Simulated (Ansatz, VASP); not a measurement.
**One calculation of ZrS, two programs**

```
Zr S
1.0
     0.00000    2.56676    2.56676
     2.56676    0.00000    2.56676
     2.56676    2.56676    0.00000
Zr S
1 1
Direct
  0.00000 0.00000 0.00000
  0.50000 0.50000 0.50000
```

Alike in both runs: functional LDA; k mesh 14 × 14 × 14; occupations gaussian, width 0.1 eV; no spin polarisation.

Ansatz relaxed the structure, and its values are those at the end. VASP's run is a single point on that final structure, the one shown.

|  | VASP | Ansatz |
| --- | --- | --- |
| version | VASP 6.6.1 | Ansatz 0.2.0 |
| potentials or method | VASP PAW LDA potentials, release 64 (Zr_sv, S) | scalar-relativistic, plane waves, PAW |
| plane-wave cutoff (eV) | 520 | 420 |
| valence electrons in the cell | 18 | 18 |

```csv
,VASP,Ansatz,Ansatz less VASP
gap on the k mesh at the Fermi level (eV),none,none,-
pressure (GPa),0.3,0.0,-0.28
```

A gap of «none» marks a metal or a gap that the smearing closes.
